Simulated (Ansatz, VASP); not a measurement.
# HgIr in two plane-wave programs

Wanted: the spread between two codes on one cell, functional and k mesh. The cell is invented: As first built, before any earlier steps moved the atoms (in the runner's words): it takes the ZnIr structure with some of its atoms replaced by other elements, volume scaled by an estimate. It may not be a known or stable phase. The cell is taken from a series of VASP runs on this material, whose earlier steps may have relaxed, scaled or displaced it; both programs get it as it stands.

Calculated with Ansatz 0.2.0; plane waves, with VASP 6.6.1 beside it; relaxation of cell and atoms at revPBE with D3(BJ).

## 1. The structure

It takes space group P-6m2 (No. 187, hexagonal). The conventional cell has a = 2.893 Å, b = 2.893 Å, c = 4.613 Å, α = 90.00°, β = 90.00°, γ = 120.00°. Nearest to Hg lie 6 Ir at 2.85 Å and 6 Hg at 2.89 Å. Ir has 6 Hg at 2.85 Å and 6 Ir at 2.89 Å nearest. As first built, before any earlier steps moved the atoms (in the runner's words): sites of the ZnIr structure (space group 187) filled with other elements, volume scaled by an estimate. Farther neighbours are not listed.

Coordinates:

```
Hg Ir
1.0
     2.89315    0.00000    0.00000
    -1.44658    2.50554    0.00000
     0.00000    0.00000    4.61268
Hg Ir
1 1
Direct
  0.66667 0.33333 0.50000
  0.00000 0.00000 0.00000
```

## 2. VASP: relaxation of cell and atoms, revPBE with D3(BJ)

The relaxed volume is the usual yardstick between codes: its relative difference is about their pressure difference at one cell divided by the bulk modulus.

Lines of VASP's logs that name or quote its potential files are left out, and so is its time.

INCAR

```
SYSTEM = HgIr
PREC = Accurate
ENCUT = 400
EDIFF = 1E-06
NELM = 100
ISMEAR = 1
SIGMA = 0.2
LREAL = .FALSE.
ALGO = Normal
GGA = RE
IVDW = 12
NBANDS = 16
LORBIT = 11
LWAVE = .FALSE.
LCHARG = .FALSE.
IBRION = 2
NSW = 60
ISIF = 3
EDIFFG = -0.01
```

POSCAR

```
HgIr
1.0
    2.8931534129      0.0000000000      0.0000000000
   -1.4465767065      2.5055449025      0.0000000000
    0.0000000000      0.0000000000      4.6126798106
Hg Ir
1 1
Direct
    0.6666666700      0.3333333300      0.5000000000
    0.0000000000      0.0000000000      0.0000000000
```

KPOINTS

```
Automatic mesh
0
Gamma
9 9 5
0 0 0
```

PAW data sets: Hg and Ir (PBE family, release 64).

On the command line:

```console
mpirun -np 1 vasp_std
```

Numbers of over 12 decimals in the logs are rounded to 6 here.

Log:

```text
[banner, memory and clock lines left out]
running    1 mpi-ranks, on    1 nodes
 distrk:  each k-point on    1 cores,    1 groups
 distr:  one band on    1 cores,    1 groups

 POSCAR found type information on POSCAR HgIr
 POSCAR found :  2 types and       2 ions
|                                                                             |
|               ----> ADVICE to this user running VASP <----                  |
|                                                                             |
|     You enforced a specific xc type in the INCAR file but a different       |
|     [... a line on the potential file left out ...]
|     I HOPE YOU KNOW WHAT YOU ARE DOING!                                     |
|                                                                             |

 LDA part: xc-table for (Slater+PW92), standard interpolation
 POSCAR, INCAR and KPOINTS ok, starting setup
 FFT: planning ... GRIDC
 FFT: planning ... GRID_SOFT
 FFT: planning ... GRID
 WAVECAR not read
 entering main loop
       N       E                     dE             d eps       ncg     rms          rms(c)
DAV:   1     0.140267345649E+03    0.14027E+03   -0.90238E+03  1200   0.103E+03
DAV:   2    -0.447174925523E+01   -0.14474E+03   -0.13805E+03  1160   0.311E+02
DAV:   3    -0.737370767152E+01   -0.29020E+01   -0.28849E+01  1576   0.507E+01
DAV:   4    -0.738851530507E+01   -0.14808E-01   -0.14807E-01  1272   0.323E+00
DAV:   5    -0.738877073341E+01   -0.25543E-03   -0.25543E-03  1568   0.432E-01    0.143E+01
DAV:   6    -0.695407956715E+01    0.43469E+00   -0.72114E-01  1336   0.129E+01    0.101E+01
DAV:   7    -0.687588892542E+01    0.78191E-01   -0.52129E-01  1288   0.768E+00    0.212E+00
DAV:   8    -0.685692748394E+01    0.18961E-01   -0.11548E-01  1456   0.359E+00    0.126E+00
DAV:   9    -0.685492158327E+01    0.20059E-02   -0.11624E-02  1288   0.155E+00    0.177E-01
DAV:  10    -0.685486229095E+01    0.59292E-04   -0.64584E-04  1464   0.226E-01    0.887E-02
DAV:  11    -0.685487116160E+01   -0.88707E-05   -0.28671E-05  1312   0.664E-02    0.774E-03
DAV:  12    -0.685487214390E+01   -0.98230E-06   -0.29826E-06  1464   0.171E-02
   1 F= -.92062668E+01 E0= -.92061004E+01  d E =-.920627E+01
[...]
2 F= -.92082116E+01 E0= -.92087509E+01  d E =-.194475E-02
[...]
3 F= -.92082182E+01 E0= -.92088008E+01  d E =-.195143E-02
[...]
4 F= -.92077343E+01 E0= -.92085598E+01  d E =0.483962E-03
 trial-energy change:    0.000484  1 .order    0.000457   -0.001102    0.002016
 step:   0.3460(harm=  0.3579)  dis= 0.00000  next Energy=    -9.208406 (dE=-0.187E-03)
 bond charge predicted
       N       E                     dE             d eps       ncg     rms          rms(c)
DAV:   1    -0.685701027338E+01    0.61093E-02   -0.15189E-01  1192   0.449E+00    0.462E-01
DAV:   2    -0.685256375144E+01    0.44465E-02   -0.10087E-02  1376   0.136E+00    0.216E-01
DAV:   3    -0.685201992612E+01    0.54383E-03   -0.91032E-04  1304   0.414E-01    0.184E-01
DAV:   4    -0.685195525724E+01    0.64669E-04   -0.20153E-04  1496   0.148E-01    0.514E-02
DAV:   5    -0.685194225391E+01    0.13003E-04   -0.33246E-05  1408   0.756E-02    0.163E-02
DAV:   6    -0.685194377156E+01   -0.15176E-05   -0.48895E-06  1376   0.191E-02    0.740E-03
DAV:   7    -0.685194357189E+01    0.19967E-06   -0.25405E-07   608   0.514E-03
   5 F= -.92084013E+01 E0= -.92090813E+01  d E =-.183074E-03
 curvature:  -0.23 expect dE=-0.693E-06 dE for cont linesearch -0.558E-07
 trial: gam=-0.03392 g(F)=  0.921E-44 g(S)=  0.301E-05 ort = 0.184E-04 (trialstep = 0.879E+00)
 search vector abs. value=  0.337E-05
 reached required accuracy - stopping structural energy minimisation
```

From OUTCAR (step 2):

```text
ion  position               nearest neighbor table
   1  0.667  0.333  0.500-   2 2.85   2 2.85   2 2.85   2 2.85   2 2.85   2 2.85
   2  0.000  0.000  0.000-   1 2.85   1 2.85   1 2.85   1 2.85   1 2.85   1 2.85

  LATTYP: Found a hexagonal cell.
 ALAT       =     2.8931534129
 C/A-ratio  =     1.5943433176

 Subroutine GETGRP returns: Found 12 space group operations
 (whereof 12 operations were pure point group operations)

The static configuration has the point symmetry D_3h.

 Found     36 irreducible k-points:

   k-points           NKPTS =     36   k-points in BZ     NKDIM =     36   number of bands    NBANDS=     16

   dimension x,y,z NGX =    20 NGY =   20 NGZ =   30
   dimension x,y,z NGXF=    40 NGYF=   40 NGZF=   60

   ENCUT  =  400.0 eV  29.40 Ry    5.42 a.u.   4.72  4.72  7.52*2*pi/ulx,y,z

   NELECT =      21.0000    total number of electrons

 k-points in reciprocal lattice and weights: Automatic mesh
   0.00000000  0.00000000  0.00000000       0.002
   0.11111111 -0.00000000  0.00000000       0.015
   0.22222222  0.00000000  0.00000000       0.015
   0.33333333  0.00000000  0.00000000       0.015
   0.44444444  0.00000000  0.00000000       0.015
   0.11111111  0.11111111  0.00000000       0.015
   0.22222222  0.11111111  0.00000000       0.030
   0.33333333  0.11111111  0.00000000       0.030
   0.44444444  0.11111111  0.00000000       0.015
[...]
0.33333333  0.22222222  0.40000000       0.059
   0.33333333  0.33333333  0.40000000       0.010

 Edisp (eV)   -2.34461

 average (electrostatic) potential at core
       1 -37.3312       2 -51.3695

 E-fermi :   6.6101

 k-point     1 :       0.0000    0.0000    0.0000
  band No.  band energies     occupation
    ...
      8       4.3702      2.00000
      9       4.3702      2.00000
     10       5.2923      2.00000
     11       6.5504      1.48127
     12       6.5504      1.48127
     13      10.2717     -0.00000
     14      20.9530      0.00000
     15      23.1846      0.00000
     16      23.5649      0.00000

 k-point     2 :       0.1111   -0.0000    0.0000
  band No.  band energies     occupation
    ...
      7       2.4452      2.00000
      8       4.1744      2.00000
      9       4.6084      2.00000
     10       4.6778      2.00000
     11       6.5220      1.67153
     12       7.7022     -0.00000
     13      10.2538     -0.00000
     14      20.5630      0.00000
     15      22.2366      0.00000
     16      22.7230      0.00000

 k-point     3 :       0.2222    0.0000    0.0000
  band No.  band energies     occupation
    ...
      7       2.8986      2.00000
      8       3.8598      2.00000
      9       4.1229      2.00000
     10       5.5344      2.00000
     11       6.4497      1.98108
     12       9.6813     -0.00000
     13      10.2465     -0.00000
     14      16.6705      0.00000
     15      20.1170      0.00000
     16      22.5187      0.00000

 Edisp (eV)   -2.35646

  Total       0.00786     0.00786     0.00114    -0.00000     0.00000    -0.00000
  in kB       0.37752     0.37752     0.05493    -0.00000     0.00000    -0.00000
  external pressure =        0.27 kB  Pullay stress =        0.00 kB

  energy-cutoff  :      400.00
  volume of cell :       33.37
      direct lattice vectors                 reciprocal lattice vectors
     2.878354929  0.000000000  0.000000000     0.347420671  0.200583374  0.000000000
    -1.439177464  2.492729031 -0.000000000    -0.000000000  0.401166748  0.000000000
     0.000000000 -0.000000000  4.650673107    -0.000000000  0.000000000  0.215022638

 POSITION                                       TOTAL-FORCE (eV/Angst)
 -----------------------------------------------------------------------------------
      1.43918      0.83091      2.32534        -0.000000      0.000000      0.000000
      0.00000      0.00000      0.00000         0.000000     -0.000000      0.000000
 -----------------------------------------------------------------------------------
    total drift:                               -0.000003      0.000003      0.000000

  FREE ENERGIE OF THE ION-ELECTRON SYSTEM (eV)
  ---------------------------------------------------
  free  energy   TOTEN  =        -9.2084013155 eV

  energy  without entropy=       -9.2104413200  energy(sigma->0) =       -9.20908132

 reached required accuracy - stopping structural energy minimisation

 total charge
# of ion       s       p       d       tot
------------------------------------------
    1        0.753   0.547   9.360  10.660
    2        0.560   0.493   7.019   8.072
--------------------------------------------------
tot          1.313   1.040  16.379  18.732

[... 3 further parts left out ...]
```

CONTCAR:

```
HgIr
   1.00000000000000
     2.8783549287263619    0.0000000000002958    0.0000000000000000
    -1.4391774644126689    2.4927290308193935   -0.0000000000000000
     0.0000000000000000   -0.0000000000000000    4.6506731071712997
  Hg              Ir
     1     1
Direct
     0.6666666699999979    0.3333333300000021    0.5000000000000000
     0.0000000000000000    0.0000000000000000    0.0000000000000000
```

Dispersion corrections of this kind ignore metallic screening and tend to overbind metals.

(Part 1 of 2 ends here.)

[Lines on the potential files, build, host, timing and source positions are cut from VASP's logs without a mark.]

[Logs are printed without paths, hosts, clocks, repeated set-up lines and the standing remarks that a program may print on its own settings, such as how far it seeks lower states.]

[Hosts, paths, dates, database ids (printed as entryN), source tags and the programs' standing remarks are cut or masked in the printed files.]
